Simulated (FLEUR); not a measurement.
# Ga (P2_1/m) in FLEUR: notebook

The runs below take Ga through band structure, equation of state, with r2SCAN.

All numbers are computed with FLEUR MaX-R8.1 (later development tree); they aren't measurements. Logs are shortened: lines on timing, memory, paths and dates and some standing lists are left out, and cuts for length are marked.

**1. Starting point**

It takes space group P2_1/m (No. 11, monoclinic). Conventional cell: a = 2.778 Å, b = 3.282 Å, c = 4.210 Å, α = 90.00°, β = 108.61°, γ = 90.00°. Around Ga (site symmetry m) lie 8 Ga at 2.71 to 2.84 Å.

This isn't the form of Ga at room conditions, which is orthorhombic.

**2. Band structure, r2SCAN**

Contents of inp.xml:

```xml
<?xml version="1.0" encoding="UTF-8" standalone="no"?>
<fleurInput fleurInputVersion="0.39">
   <comment>
      Ga                                                                                                  
   </comment>
   <calculationSetup>
      <cutoffs Kmax="4.14" Gmax="12.8" GmaxXC="12.8" numbands="0"/>
      <scfLoop itmax="80" minDistance="0.0001" maxIterBroyd="30" imix="Anderson" alpha="0.05" precondParam="0.0" spinf="2.0" sdNocoIR="T"/>
      <coreElectrons ctail="F" frcor="F" kcrel="0" coretail_lmax="0"/>
      <xcFunctional name="LibXC" relativisticCorrections="F">
         <LibXCName exchange="mgga_x_r2scan" correlation="mgga_c_r2scan"/>
         <AuxGGA exchange="117" correlation="130"/>
      </xcFunctional>
      <magnetism jspins="1"/>
      <soc l_soc="F" theta="0.0" phi="0.0" spav="F"/>
      <expertModes spex="0" secvar="F"/>
      <geometryOptimization l_f="F" forcealpha="1.0" forcemix="BFGS" epsdisp="0.00001" epsforce="0.00001"/>
      <ldaU l_linMix="F" mixParam="0.05" spinf="1.0"/>
   </calculationSetup>
   <cell>
      <bzIntegration valenceElectrons="42.0" mode="hist" fermiSmearingEnergy="0.00183747">
         <kPointListSelection listName="default-1"/>
         <!-- k-points included here -->
         <xi:include xmlns:xi="http://www.w3.org/2001/XInclude" href="kpts.xml"> </xi:include>
      </bzIntegration>
      <!-- symmetry operations included here -->
      <xi:include xmlns:xi="http://www.w3.org/2001/XInclude" href="sym.xml"> </xi:include>
      <bulkLattice scale="1.0">
         <bravaisMatrix>
            <row-1>    5.2504567990011290     0.0000000000000000     0.0000000000000000</row-1>
            <row-2>    0.0000000000000000     6.2013418611799951     0.0000000000000000</row-2>
            <row-3>   -2.5387168436244982     0.0000000000000000     7.5405234655447311</row-3>
         </bravaisMatrix>
      </bulkLattice>
   </cell>
   <atomSpecies>
      <species name="Gallium (Ga)" element="Ga" atomicNumber="31">
         <mtSphere radius="2.37" gridPoints="783" logIncrement="0.016"/>
         <atomicCutoffs lmax="9" lnonsphr="9"/>
         <electronConfig flipSpins="F">
            <coreConfig>(1s1/2) (2s1/2) (2p1/2) (2p3/2)</coreConfig>
            <valenceConfig>(3s1/2) (3p1/2) (3p3/2) (4s1/2) (3d3/2) (3d5/2) (4p1/2) (4p3/2)</valenceConfig>
            <stateOccupation state="(4p1/2)" spinUp="0.166667" spinDown="0.166667"/>
            <stateOccupation state="(4p3/2)" spinUp="0.333333" spinDown="0.333333"/>
         </electronConfig>
         <energyParameters s="4" p="4" d="3" f="4"/>
         <lo type="SCLO" l="0" n="3" eDeriv="0"/>
         <lo type="SCLO" l="1" n="3" eDeriv="0"/>
         <lo type="SCLO" l="1" n="3" eDeriv="1"/>
         <lo type="HELO" l="2" n="4" eDeriv="0"/>
         <lo type="HELO" l="2" n="4" eDeriv="1"/>
         <lo type="SCLO" l="3" n="4" eDeriv="2"/>
      </species>
   </atomSpecies>
   <atomGroups>
      <atomGroup species="Gallium (Ga)">
         <relPos label="                   1">.1345962700 -1.000/4.000 -.2298331700</relPos>
         <relPos label="                   2">-.1345962700 1.000/4.000 .2298331700</relPos>
         <force calculate="T" relaxXYZ="TTT"/>
      </atomGroup>
   </atomGroups>
   <output dos="F" band="F" slice="F">
      <checks vchk="F" cdinf="F"/>
      <bandDOS minEnergy="-.5*Htr" maxEnergy="0.5*Htr" sigma="0.015" storeEVData="T"/>
      <vacuumDOS vacdos="F" integ="F" star="F" nstars="0" locx1="0.0" locy1="0.0" locx2="0.0" locy2="0.0" nstm="0" tworkf="0.0"/>
      <unfoldingBand unfoldBand="F" supercellX="1" supercellY="1" supercellZ="1"/>
      <plotting iplot="0" polar="F">
         <plot TwoD="T" vec1="  1.0  0.0  0.0" vec2="  0.0  1.0  0.0" vec3="  0.0  0.0  1.0" zero="  0.0  0.0  0.0" file="plot"/>
      </plotting>
      <chargeDensitySlicing numkpt="0" minEigenval="0.0" maxEigenval="0.0" nnne="0" pallst="F"/>
      <specialOutput eonly="F"/>
      <moessbauerParams electricFieldGradient="T" isomerShift="T" coreHyperfine="T" valenceHyperfine="T"/>
      <magneticCircularDichroism mcd="F" energyLo="-10.0" energyUp="0.0"/>
   </output>
  <!-- We include the file relax.xml here to enable relaxations (see documentation) -->
  <xi:include xmlns:xi="http://www.w3.org/2001/XInclude" href="relax.xml"> <xi:fallback/> </xi:include>
</fleurInput>
```

Contents of crystal.txt:

```
Ga
&input cartesian=F /
2.7784220849  0.0000000000  0.0000000000
0.0000000000  3.2816087900  0.0000000000
-1.3434310986  0.0000000000  3.9902731763
1.8897261246
1.0 1.0 1.0

2
31 0.1345962700  0.7500000000  0.7701668300
31 0.8654037300  0.2500000000  0.2298331700

&kpt div1=10 div2=8 div3=7 gamma=T /
```

Contents of inp.xml (bands):

```
<?xml version="1.0" encoding="UTF-8" standalone="no"?>
<fleurInput fleurInputVersion="0.39">
   <comment>
      Ga                                                                                                  
   </comment>
   <calculationSetup>
      <cutoffs Kmax="4.14" Gmax="12.8" GmaxXC="12.8" numbands="0"/>
      <scfLoop itmax="80" minDistance="0.0001" maxIterBroyd="30" imix="Anderson" alpha="0.05" precondParam="0.0" spinf="2.0" sdNocoIR="T"/>
      <coreElectrons ctail="F" frcor="F" kcrel="0" coretail_lmax="0"/>
      <xcFunctional name="LibXC" relativisticCorrections="F">
         <LibXCName exchange="mgga_x_r2scan" correlation="mgga_c_r2scan"/>
         <AuxGGA exchange="117" correlation="130"/>
      </xcFunctional>
      <magnetism jspins="1"/>
      <soc l_soc="F" theta="0.0" phi="0.0" spav="F"/>
      <expertModes spex="0" secvar="F"/>
      <geometryOptimization l_f="F" forcealpha="1.0" forcemix="BFGS" epsdisp="0.00001" epsforce="0.00001"/>
      <ldaU l_linMix="F" mixParam="0.05" spinf="1.0"/>
   </calculationSetup>
   <cell>
      <bzIntegration valenceElectrons="42.0" mode="hist" fermiSmearingEnergy="0.00183747">
         <kPointListSelection listName="path-1"/>
         <!-- k-points included here -->
         <xi:include xmlns:xi="http://www.w3.org/2001/XInclude" href="kpts.xml"> </xi:include>
      </bzIntegration>
      <!-- symmetry operations included here -->
      <xi:include xmlns:xi="http://www.w3.org/2001/XInclude" href="sym.xml"> </xi:include>
      <bulkLattice scale="1.0">
         <bravaisMatrix>
            <row-1>    5.2504567990011290     0.0000000000000000     0.0000000000000000</row-1>
            <row-2>    0.0000000000000000     6.2013418611799951     0.0000000000000000</row-2>
            <row-3>   -2.5387168436244982     0.0000000000000000     7.5405234655447311</row-3>
         </bravaisMatrix>
      </bulkLattice>
   </cell>
   <atomSpecies>
      <species name="Gallium (Ga)" element="Ga" atomicNumber="31">
         <mtSphere radius="2.37" gridPoints="783" logIncrement="0.016"/>
         <atomicCutoffs lmax="9" lnonsphr="9"/>
         <electronConfig flipSpins="F">
            <coreConfig>(1s1/2) (2s1/2) (2p1/2) (2p3/2)</coreConfig>
            <valenceConfig>(3s1/2) (3p1/2) (3p3/2) (4s1/2) (3d3/2) (3d5/2) (4p1/2) (4p3/2)</valenceConfig>
            <stateOccupation state="(4p1/2)" spinUp="0.166667" spinDown="0.166667"/>
            <stateOccupation state="(4p3/2)" spinUp="0.333333" spinDown="0.333333"/>
         </electronConfig>
         <energyParameters s="4" p="4" d="3" f="4"/>
         <lo type="SCLO" l="0" n="3" eDeriv="0"/>
         <lo type="SCLO" l="1" n="3" eDeriv="0"/>
         <lo type="SCLO" l="1" n="3" eDeriv="1"/>
         <lo type="HELO" l="2" n="4" eDeriv="0"/>
         <lo type="HELO" l="2" n="4" eDeriv="1"/>
         <lo type="SCLO" l="3" n="4" eDeriv="2"/>
      </species>
   </atomSpecies>
   <atomGroups>
      <atomGroup species="Gallium (Ga)">
         <relPos label="                   1">.1345962700 -1.000/4.000 -.2298331700</relPos>
         <relPos label="                   2">-.1345962700 1.000/4.000 .2298331700</relPos>
         <force calculate="T" relaxXYZ="TTT"/>
      </atomGroup>
   </atomGroups>
   <output dos="F" band="T" slice="F">
      <checks vchk="F" cdinf="F"/>
      <bandDOS minEnergy="-.5*Htr" maxEnergy="0.5*Htr" sigma="0.015" storeEVData="T"/>
      <vacuumDOS vacdos="F" integ="F" star="F" nstars="0" locx1="0.0" locy1="0.0" locx2="0.0" locy2="0.0" nstm="0" tworkf="0.0"/>
      <unfoldingBand unfoldBand="F" supercellX="1" supercellY="1" supercellZ="1"/>
      <plotting iplot="0" polar="F">
         <plot TwoD="T" vec1="  1.0  0.0  0.0" vec2="  0.0  1.0  0.0" vec3="  0.0  0.0  1.0" zero="  0.0  0.0  0.0" file="plot"/>
      </plotting>
      <chargeDensitySlicing numkpt="0" minEigenval="0.0" maxEigenval="0.0" nnne="0" pallst="F"/>
      <specialOutput eonly="F"/>
      <moessbauerParams electricFieldGradient="T" isomerShift="T" coreHyperfine="T" valenceHyperfine="T"/>
      <magneticCircularDichroism mcd="F" energyLo="-10.0" energyUp="0.0"/>
   </output>
  <!-- We include the file relax.xml here to enable relaxations (see documentation) -->
  <xi:include xmlns:xi="http://www.w3.org/2001/XInclude" href="relax.xml"> <xi:fallback/> </xi:include>
</fleurInput>
```

Potentials or basis: all-electron, FLAPW.

Started as:

```console
inpgen -f crystal.txt -profile fastHighL
# inp.xml edited to the form shown
fleur_MPI
fleur_MPI   # second run, on inp.xml (bands)
```

The program printed:

```text
Welcome to FLEUR        (www.flapw.de)
      MaX-Release 8.1          (www.max-centre.eu)
 func_ids         498         497         498         497
 MetaGGA potential functional detected - V_tau will be computed
 Auxiliary Potential for radial basis: exchange=         117  correlation=         130
The functional 'Re-regularized SCAN exchange by Furness et al' is an exchange functional, it belongs to the 'MGGA' family and is defined in the reference(s):
[1] J. W. Furness, A. D. Kaplan, J. Ning, J. P. Perdew, and J. Sun.,  J. Phys. Chem. Lett. 11, 8208-8215 (2020)
[2] J. W. Furness, A. D. Kaplan, J. Ning, J. P. Perdew, and J. Sun.,  J. Phys. Chem. Lett. 11, 9248-9248 (2020)
The functional 'Re-regularized SCAN correlation by Furness et al' is a correlation functional, it belongs to the 'MGGA' family and is defined in the reference(s):
[1] J. W. Furness, A. D. Kaplan, J. Ning, J. P. Perdew, and J. Sun.,  J. Phys. Chem. Lett. 11, 8208-8215 (2020)
[2] J. W. Furness, A. D. Kaplan, J. Ning, J. P. Perdew, and J. Sun.,  J. Phys. Chem. Lett. 11, 9248-9248 (2020)
 Using same functional for VXC and EXC

 ========== k-point set info ==========
 Selected k-point list: default-1
 k-point list type: mesh
 10 x 8 x 7
 Number of k points: 180

 ------------Calculation Setup---------------------------
 Number of MPI-tasks      :            1
 Number of PE/node        :            1
 Number of OMP-threads    :            1
 Most efficient MPI parallelization for:
           1           2           3           4           5           6           9          10          12          15          18          20          30          36          45          60          90         180
 Additional eigenvalue parallelization possible
 Number of basis functions:          390
 Approximate size of matrices (H+S) per k-point:         0.002 GB
 --------------------------------------------------------
The functional 'Hammer, Hansen, and Norskov' is an exchange functional, it belongs to the 'GGA' family and is defined in the reference(s):
[1] B. Hammer, L. B. Hansen, and J. K. Nørskov.,  Phys. Rev. B 59, 7413 (1999)
The functional 'Perdew, Burke & Ernzerhof' is a correlation functional, it belongs to the 'GGA' family and is defined in the reference(s):
[1] J. P. Perdew, K. Burke, and M. Ernzerhof.,  Phys. Rev. Lett. 77, 3865 (1996)
[2] J. P. Perdew, K. Burke, and M. Ernzerhof.,  Phys. Rev. Lett. 78, 1396 (1997)
 Using same functional for VXC and EXC
 Using auxiliary GGA potential for the first iteration of MetaGGA calculation.
 Reset of history
 Reset of history
 Iteration:     1   Distance:      20.69106172 me/bohr^3
The functional 'Hammer, Hansen, and Norskov' is an exchange functional, it belongs to the 'GGA' family and is defined in the reference(s):
[1] B. Hammer, L. B. Hansen, and J. K. Nørskov.,  Phys. Rev. B 59, 7413 (1999)
The functional 'Perdew, Burke & Ernzerhof' is a correlation functional, it belongs to the 'GGA' family and is defined in the reference(s):
[1] J. P. Perdew, K. Burke, and M. Ernzerhof.,  Phys. Rev. Lett. 77, 3865 (1996)
[2] J. P. Perdew, K. Burke, and M. Ernzerhof.,  Phys. Rev. Lett. 78, 1396 (1997)
 Using same functional for VXC and EXC
 Iteration:     2   Distance:      19.78964877 me/bohr^3
The functional 'Hammer, Hansen, and Norskov' is an exchange functional, it belongs to the 'GGA' family and is defined in the reference(s):
[1] B. Hammer, L. B. Hansen, and J. K. Nørskov.,  Phys. Rev. B 59, 7413 (1999)
The functional 'Perdew, Burke & Ernzerhof' is a correlation functional, it belongs to the 'GGA' family and is defined in the reference(s):
[1] J. P. Perdew, K. Burke, and M. Ernzerhof.,  Phys. Rev. Lett. 77, 3865 (1996)
[2] J. P. Perdew, K. Burke, and M. Ernzerhof.,  Phys. Rev. Lett. 78, 1396 (1997)
 Using same functional for VXC and EXC
 Iteration:     3   Distance:      18.75843641 me/bohr^3
The functional 'Hammer, Hansen, and Norskov' is an exchange functional, it belongs to the 'GGA' family and is defined in the reference(s):
[1] B. Hammer, L. B. Hansen, and J. K. Nørskov.,  Phys. Rev. B 59, 7413 (1999)
The functional 'Perdew, Burke & Ernzerhof' is a correlation functional, it belongs to the 'GGA' family and is defined in the reference(s):
[1] J. P. Perdew, K. Burke, and M. Ernzerhof.,  Phys. Rev. Lett. 77, 3865 (1996)
[2] J. P. Perdew, K. Burke, and M. Ernzerhof.,  Phys. Rev. Lett. 78, 1396 (1997)
 Using same functional for VXC and EXC
 Iteration:     4   Distance:       2.42802844 me/bohr^3
The functional 'Hammer, Hansen, and Norskov' is an exchange functional, it belongs to the 'GGA' family and is defined in the reference(s):
[1] B. Hammer, L. B. Hansen, and J. K. Nørskov.,  Phys. Rev. B 59, 7413 (1999)
The functional 'Perdew, Burke & Ernzerhof' is a correlation functional, it belongs to the 'GGA' family and is defined in the reference(s):
[1] J. P. Perdew, K. Burke, and M. Ernzerhof.,  Phys. Rev. Lett. 77, 3865 (1996)
[2] J. P. Perdew, K. Burke, and M. Ernzerhof.,  Phys. Rev. Lett. 78, 1396 (1997)
 Using same functional for VXC and EXC
 Iteration:     5   Distance:       0.91189993 me/bohr^3
The functional 'Hammer, Hansen, and Norskov' is an exchange functional, it belongs to the 'GGA' family and is defined in the reference(s):
[... 39 lines left out ...]
 Using same functional for VXC and EXC
 Iteration:    11   Distance:       0.00150687 me/bohr^3
The functional 'Hammer, Hansen, and Norskov' is an exchange functional, it belongs to the 'GGA' family and is defined in the reference(s):
[1] B. Hammer, L. B. Hansen, and J. K. Nørskov.,  Phys. Rev. B 59, 7413 (1999)
The functional 'Perdew, Burke & Ernzerhof' is a correlation functional, it belongs to the 'GGA' family and is defined in the reference(s):
[1] J. P. Perdew, K. Burke, and M. Ernzerhof.,  Phys. Rev. Lett. 77, 3865 (1996)
[2] J. P. Perdew, K. Burke, and M. Ernzerhof.,  Phys. Rev. Lett. 78, 1396 (1997)
 Using same functional for VXC and EXC
 Iteration:    12   Distance:       0.00026752 me/bohr^3
The functional 'Hammer, Hansen, and Norskov' is an exchange functional, it belongs to the 'GGA' family and is defined in the reference(s):
[1] B. Hammer, L. B. Hansen, and J. K. Nørskov.,  Phys. Rev. B 59, 7413 (1999)
The functional 'Perdew, Burke & Ernzerhof' is a correlation functional, it belongs to the 'GGA' family and is defined in the reference(s):
[1] J. P. Perdew, K. Burke, and M. Ernzerhof.,  Phys. Rev. Lett. 77, 3865 (1996)
[2] J. P. Perdew, K. Burke, and M. Ernzerhof.,  Phys. Rev. Lett. 78, 1396 (1997)
 Using same functional for VXC and EXC
 Iteration:    13   Distance:       0.00016699 me/bohr^3
The functional 'Hammer, Hansen, and Norskov' is an exchange functional, it belongs to the 'GGA' family and is defined in the reference(s):
[1] B. Hammer, L. B. Hansen, and J. K. Nørskov.,  Phys. Rev. B 59, 7413 (1999)
The functional 'Perdew, Burke & Ernzerhof' is a correlation functional, it belongs to the 'GGA' family and is defined in the reference(s):
[1] J. P. Perdew, K. Burke, and M. Ernzerhof.,  Phys. Rev. Lett. 77, 3865 (1996)
[2] J. P. Perdew, K. Burke, and M. Ernzerhof.,  Phys. Rev. Lett. 78, 1396 (1997)
 Using same functional for VXC and EXC
 Iteration:    14   Distance:       0.00007512 me/bohr^3

 ********************************************************************
 Run finished successfully
 Stop message:
   all done
 ********************************************************************
```

Wall time 2.7 min (1 thread of Arm Neoverse V1, shared host); peak memory 0.11 GiB.

Results:

| Quantity | Value |
| --- | --- |
| Free energy | -105813.5243 eV |
| Band gap along the path | none (metal or under the smearing width) |
| Valence electrons inside the program's atomic spheres | Ga 19.57 (radii Ga 2.37 bohr) |

Levels at the corners of the path, in eV from the Fermi level:
```
point  band 18  band 19  band 20  band 21  band 22  band 23  band 24  band 25
    Γ   -15.14   -11.98    -2.30    -1.36     1.86     6.00     9.70    10.88
    Y   -15.20    -9.90    -8.90     4.18     5.33     6.58     6.79     7.57
    H   -15.16    -5.89    -5.74    -4.11     4.47     5.12     7.06     8.25
    C   -15.17    -6.46    -5.54    -1.77     0.13     6.59     7.24     9.07
    E   -15.17    -2.96    -2.96    -1.78    -1.78     2.01     2.01     4.75
   M1   -15.18    -2.48    -2.48    -2.15    -2.15     0.31     0.31     8.32
    A   -15.17    -3.06    -3.06    -1.80    -1.80     2.24     2.24     4.93
    X   -15.17    -6.57    -5.55    -1.58     0.39     6.48     6.95     9.14
   H1   -15.16    -5.89    -5.74    -4.11     4.47     5.12     7.06     8.25
    M   -15.18    -2.48    -2.48    -2.15    -2.15     0.31     0.31     8.32
    D   -15.29    -6.30    -6.30    -4.60    -4.60    11.32    11.32    12.83
    Z   -15.21    -8.22    -8.22     1.75     1.75     2.96     2.96    12.19
    Y   -15.20    -9.90    -8.90     4.18     5.33     6.58     6.79     7.57
    D   -15.29    -6.30    -6.30    -4.60    -4.60    11.32    11.32    12.83
```

Core levels (eV from the Fermi level):
| atom | levels |
| --- | --- |
| 1 Ga | 1s1/2 -10223.3, 2s1/2 -1257.1, 2p1/2 -1112.0, 2p3/2 -1084.3 |
| 2 Ga | 1s1/2 -10223.3, 2s1/2 -1257.1, 2p1/2 -1112.0, 2p3/2 -1084.3 |

Caveat: the meta-GGA is that of a development version, with a GGA for the radial functions and cores and without core tails.

**3. Equation of state, r2SCAN, 17.10 Å³/atom (volume scaled by 0.94)**

Changes to inp.xml since step 2:

```diff
@@ -6,3 +6,3 @@
    <calculationSetup>
-      <cutoffs Kmax="4.14" Gmax="12.8" GmaxXC="12.8" numbands="0"/>
+      <cutoffs Kmax="4.26" Gmax="13.2" GmaxXC="13.2" numbands="0"/>
       <scfLoop itmax="80" minDistance="0.0001" maxIterBroyd="30" imix="Anderson" alpha="0.05" precondParam="0.0" spinf="2.0" sdNocoIR="T"/>
@@ -27,3 +27,3 @@
       <xi:include xmlns:xi="http://www.w3.org/2001/XInclude" href="sym.xml"> </xi:include>
-      <bulkLattice scale="1.0">
+      <bulkLattice scale="0.9795861087">
          <bravaisMatrix>
@@ -37,3 +37,3 @@
       <species name="Gallium (Ga)" element="Ga" atomicNumber="31">
-         <mtSphere radius="2.37" gridPoints="783" logIncrement="0.016"/>
+         <mtSphere radius="2.3" gridPoints="783" logIncrement="0.016"/>
          <atomicCutoffs lmax="9" lnonsphr="9"/>
```

Potentials or basis: all-electron, FLAPW.

Started as:

```console
inpgen -f crystal.txt -profile fastHighL
# inp.xml edited to the form shown
fleur_MPI
```

Wall time 2.5 min (1 thread of Arm Neoverse V1, shared host); peak memory 0.11 GiB.

The run converged. Its results:

```yaml
Free_energy: -105813.4969 eV
Band_gap_on_the_k_mesh: none (metal or under the smearing width)
Valence_electrons_inside_the_program's_atomic_spheres: Ga 19.47 (radii Ga 2.3 bohr)
```

Caveat: the meta-GGA is that of a development version, with a GGA for the radial functions and cores and without core tails.

**4. Equation of state, r2SCAN, 17.46 Å³/atom (volume scaled by 0.96)**

Changes to inp.xml since step 3:

```diff
@@ -27,3 +27,3 @@
       <xi:include xmlns:xi="http://www.w3.org/2001/XInclude" href="sym.xml"> </xi:include>
-      <bulkLattice scale="0.9795861087">
+      <bulkLattice scale="0.9864848297">
          <bravaisMatrix>
```

Started as:

```console
inpgen -f crystal.txt -profile fastHighL
# inp.xml edited to the form shown
fleur_MPI
```

It took 2.7 min on 1 thread of Arm Neoverse V1, shared host; peak memory 0.12 GiB.

Results (log left out):

* Free energy: -105813.5124 eV
* Band gap on the k mesh: none (metal or under the smearing width)
* Valence electrons inside the program's atomic spheres: Ga 19.46 (radii Ga 2.3 bohr)

Caveat: the meta-GGA is that of a development version, with a GGA for the radial functions and cores and without core tails.

(Continued in part 2 of 2.)
